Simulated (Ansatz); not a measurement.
We consider zinc-blende AlSb, described by G0W0@PBE+SOC (plane waves, hard PAW, contour deformation, complete-basis limit, spin–orbit shift from PBE; Ansatz, an electronic-structure program).

Settings: largest k mesh 8×8×8 (not extrapolated in the mesh).

Cell (measured lattice):

```
AlSb
1.0
    0.00000    -3.06775     3.06775
    3.06775    -3.06775     0.00000
    3.06775     0.00000     3.06775
Al Sb
1 1
Direct
  0.00000   0.00000   0.00000
  0.25000   0.25000   0.25000
```

### Question
What does this level give for the band gap?

### Answer

* **band gap**: 1.58 eV

Measured, for comparison: band gap 1.73 eV (zero-point renormalisation of 35 meV (experimental, the table's column) added back here, indirect; inputs from Miglio et al. (2020), arXiv:2011.12765). Computed (rounded) less measured: band gap -0.15 eV.

Note: spin–orbit coupling enters as the shift of the gap found with a semilocal functional; cell and atoms aren't relaxed at this level.

The computed numbers hold no vibrational or temperature effects.

It cost around 4 core-hours (rough) of CPU time.
